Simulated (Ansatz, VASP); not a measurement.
# Te2Mo in VASP and in Ansatz

```xyz
6
Lattice="3.4877 0.0000 0.0000 -1.7439 3.0204 0.0000 0.0000 0.0000 24.3048" Properties=species:S:1:pos:R:3 pbc="T T T"
Te    0.0000    2.0136    5.4355
Te    1.7439    1.0068   22.3757
Te    1.7439    1.0068   18.8693
Te    0.0000    2.0136    1.9291
Mo    1.7439    1.0068    3.6832
Mo    0.0000    2.0136   20.6216
```

Change from the starting cell: volume scaled by 0.94.

Alike in both runs: task single point; functional PBE; k mesh 9 × 9 × 2; occupations fermi-dirac, width 0.05 eV; no spin polarisation.

```csv
,VASP,Ansatz
version,VASP 6.6.1,Ansatz 0.2.0
potentials or method,"VASP PAW PBE potentials, release 64 (Te, Mo_sv)",Ansatz PAW
plane-wave cutoff (eV),520,420
valence electrons in the cell,52,92
```

```csv
,VASP,Ansatz,Ansatz less VASP
gap on the k mesh at the Fermi level (eV),1.12,1.12,+0.002
least direct gap on the mesh (eV),1.12,1.12,+0.002
rms of the force components (eV/Å),0.571,0.563,-0.0082
```

Atom by atom the forces differ by 0.008 eV/Å (rms over components). With one functional, cell and mesh, what is left measures potentials, basis and numerics. The two sets of potentials don't hold the same shells in valence.

Caveats: spin-orbit coupling is left out, which moves the levels of the heavy elements; odd divisions of the mesh miss points on the zone boundary, where band edges often lie, so the gap on the mesh can be too wide (Ansatz).
